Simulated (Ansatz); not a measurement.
# BaSnO3 under a change: O vacancy, symmetric start

The reference is a 20-atom supercell of BaSnO3 in the cubic perovskite structure (space group Pm-3m, No. 221; a = 4.122 Å) at its relaxed geometry.

The change: a neutral O vacancy, symmetric start, atoms relaxed at fixed cell.

All numbers come from Ansatz (an electronic-structure program), PBEsol, PAW, cutoff 420 eV, no spin-orbit coupling. k-mesh 4×4×4 (Γ-centred); smearing 0.01 eV (Fermi–Dirac).

```json
[
 {"quantity": "gap of the supercell", "base": "0.86 eV", "changed": "1.02 eV", "shift": "+0.167 eV"},
 {"quantity": "total moment of the cell", "base": "–", "changed": "0.0 μB", "shift": "–"},
 {"quantity": "energy gained by relaxation", "base": "–", "changed": "0.12 eV", "shift": "–"},
 {"quantity": "mean distance from the defect site to its nearest host atoms", "base": "2.06 Å", "changed": "1.95 Å", "shift": "-0.11 Å"}
]
```

Final structure:

```yaml
crystal:
  lattice:
    - [4.12186, -4.12186, -4.12186]
    - [-4.12186, 4.12186, -4.12186]
    - [4.12186, 4.12186, 4.12186]
  atoms:
    - { symbol: Ba, position: [0.50818, 0.50000, 0.99182] }
    - { symbol: Ba, position: [0.99182, 0.98365, 0.99182] }
    - { symbol: Ba, position: [0.99182, 0.50000, 0.50818] }
    - { symbol: Ba, position: [0.50818, 0.01635, 0.50818] }
    - { symbol: Sn, position: [0.48612, 0.50000, 0.48612] }
    - { symbol: Sn, position: [0.00000, 0.00000, 0.50000] }
    - { symbol: Sn, position: [0.01388, 0.50000, 0.01388] }
    - { symbol: Sn, position: [0.50000, 0.00000, 0.00000] }
    - { symbol: O, position: [0.75000, 0.00000, 0.25000] }
    - { symbol: O, position: [0.75000, 0.50000, 0.75000] }
    - { symbol: O, position: [0.25000, 0.00000, 0.75000] }
    - { symbol: O, position: [0.74715, 0.75116, 0.49599] }
    - { symbol: O, position: [0.24482, 0.24884, 0.49599] }
    - { symbol: O, position: [0.25518, 0.75116, 0.00401] }
    - { symbol: O, position: [0.75285, 0.24884, 0.00401] }
    - { symbol: O, position: [0.49599, 0.24884, 0.24482] }
    - { symbol: O, position: [0.00401, 0.75116, 0.25518] }
    - { symbol: O, position: [0.00401, 0.24884, 0.75285] }
    - { symbol: O, position: [0.49599, 0.75116, 0.74715] }
```

The magnetic state is the one reached from the starting moments; the real material's order can differ, and small cells can't hold many antiferromagnetic ones. The cell is small, so the values are those of an ordered compound at a high defect concentration; dilute-limit values will differ. The defect started on the symmetric site and kept its symmetry, so it may sit on a saddle. Seeded moments were not kept for O vacancy. The defect cell is spin-polarised and ends with 0.0 μB.
